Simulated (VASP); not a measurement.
Wanted: the native input for a VASP 6.6.1 run.

```yaml
Task: single point
Functional: PBEsol
Potentials_or_basis: VASP PAW PBE potentials, release 64 (Ge_d, Si)
Cutoff: 520 eV
k_mesh: 12 × 12 × 12
Occupations: gaussian, width 0.02 eV
Spin: no spin polarisation
Further_INCAR_settings: ALGO = Normal; EDIFF = 1e-07; NBANDS = 26
```

The structure of SiGe lies in POSCAR:

```
SiGe
1.0
    0.0000000000      2.7722500000      2.7722500000
    2.7722500000      0.0000000000      2.7722500000
    5.5445000000      5.5445000000      0.0000000000
Ge Si
2 2
Direct
    0.0000000000      0.0000000000      0.0000000000
    0.2500000000      0.2500000000      0.1250000000
    0.0000000000      0.0000000000      0.5000000000
    0.2500000000      0.2500000000      0.6250000000
```

The cell comes from a database or a generator and needn't be the stable form of this composition.

The input as run:

INCAR

```
PREC = Accurate ; ENCUT = 520
EDIFF = 1E-7 ; ISMEAR = 0
SIGMA = 0.02 ; LREAL = False
LASPH = True ; NELM = 100
ALGO = Normal ; ISIF = 2
LWAVE = False ; LCHARG = False
GGA = PS ; NBANDS = 26
```

KPOINTS

```
regular mesh
0
Gamma
  12 12 12
```

Potentials or basis: VASP PAW PBE potentials, release 64 (Ge_d, Si).

The run is started by

```bash
$ cat potpaw_PBE.64/Ge_d/POTCAR potpaw_PBE.64/Si/POTCAR > POTCAR
$ mpirun -np 1 vasp_std > vasp.out
```

Results of the run:

| Item | Value |
| --- | --- |
| Pressure | 0.2 GPa |
| Largest force | 0.404 eV/Å |
| Band gap on the k mesh | 0.44 eV, indirect (least direct gap 0.50 eV) |

Caveat: the PAW data sets were made with another functional, which shifts forces and pressure a little.

It took 4.9 min on 1 thread of Intel(R) Xeon(R) Platinum 8488C (Sapphire Rapids), with other jobs on the host, peak memory 0.47 GiB.
